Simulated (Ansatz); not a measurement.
# CdSe: response to strain

Aim: deform CdSe (zz strain of -1 %) and compute stress, forces and field gradients with LAPW, PAW and all-electron datasets made for the crystal.

Method: DFT LDA, scalar-relativistic, in Ansatz 0.2.0.

2 further runs of the same task are left out: 2 set aside as unsound or not needed.

**1. The structure to begin with**

It takes space group F-43m (No. 216, cubic). Conventional cell: a = 6.141 Å, b = 6.141 Å, c = 6.141 Å, α = 90.00°, β = 90.00°, γ = 90.00°. Around Cd (site symmetry -43m) lie 4 Se at 2.66 Å. Se (site symmetry -43m) is surrounded by 4 Cd at 2.66 Å.

Structure file:

```cif
data_structure
_symmetry_space_group_name_H-M 'P 1'
_symmetry_Int_Tables_number 1
_cell_length_a 4.3420
_cell_length_b 4.3420
_cell_length_c 4.3420
_cell_angle_alpha 60.000
_cell_angle_beta 60.000
_cell_angle_gamma 60.000
_cell_volume 57.88
loop_
_atom_site_label
_atom_site_type_symbol
_atom_site_fract_x
_atom_site_fract_y
_atom_site_fract_z
_atom_site_occupancy
Cd1 Cd 0.00000 0.00000 0.00000 1
Se1 Se 0.25000 0.25000 0.25000 1
```

Atoms are numbered in the order of the input: Cd1, Se2.

**2. After the deformation**

Space group F-43m before, I-4m2 after.

**3. Full-potential LAPW**

input.yaml reads:

```yaml
crystal:
  lattice:
    - [0.0, 3.0702711986, 3.0395684866]
    - [3.0702711986, 0.0, 3.0395684866]
    - [3.0702711986, 3.0702711986, 0.0]
  atoms:
    - { symbol: Cd, position: [0.0, 0.0, 0.0] }
    - { symbol: Se, position: [0.25, 0.25, 0.25] }
kpoints:
  mp_grid: { grid: [8, 8, 8] }
  band_path:
    path:
      - [0.0, 0.0, 0.0]
      - [0.0, 0.5, 0.5]
      - [0.25, 0.75, 0.5]
      - [0.0, 0.5, 0.0]
      - [0.0, 0.0, 0.0]
      - [0.5, 0.5, 0.0]
      - [0.3775380063, 0.6224619937, 0.0]
      - [-0.3775380063, 0.3775380063, 0.0]
      - [0.0, 0.0, 0.0]
    npoints: 5
scf:
  occupations: { method: fermi_dirac, width: 0.03 }
hamiltonian:
  xc: lda
  pseudopotentials: { kind: all_electron, lapw: { basis_error: 0.001 } }
output:
  forces: true
  stress: true
  eigenvalues: true
```

Command:

```sh
ansatz run input.yaml --threads 1 --pin off --max-ram 3072MiB --backend cpu --events-out ev --progress --plain --runs-dir out
```

**4. Frozen-core PAW**

input.yaml reads:

```yaml
crystal:
  lattice:
    - [0.0, 3.0702711986, 3.0395684866]
    - [3.0702711986, 0.0, 3.0395684866]
    - [3.0702711986, 3.0702711986, 0.0]
  atoms:
    - { symbol: Cd, position: [0.0, 0.0, 0.0] }
    - { symbol: Se, position: [0.25, 0.25, 0.25] }
kpoints:
  mp_grid: { grid: [8, 8, 8] }
scf:
  occupations: { method: fermi_dirac, width: 0.03 }
hamiltonian:
  xc: lda
  pseudopotentials: { kind: paw }
output:
  forces: true
  stress: true
  eigenvalues: true
  efg: { contact_densities: true }
```

**5. Datasets made for this crystal**

input.yaml: that of step 4 with these lines changed.

```diff
@@ -14,3 +14,3 @@
   xc: lda
-  pseudopotentials: { kind: paw }
+  pseudopotentials: { kind: all_electron, datasets: crystal }
 output:
```

(Steps that only read results are left out.)

Q: Predict the outcome of this session. Wanted: pressure; largest shear or deviatoric stress.

As calculated:

| quantity | value |
| --- | --- |
| pressure | LAPW -2.82, PAW -2.83, crystal datasets -2.82 GPa |
| largest shear or deviatoric stress (LAPW) | 0.14 GPa |

What this shows: Against the undeformed cell the largest change of stress is +0.57 GPa, in the zz component, with the atoms carried along and not relaxed. PAW: stress within 0.01 GPa of LAPW. Crystal datasets: stress within 0.01 GPa of LAPW.
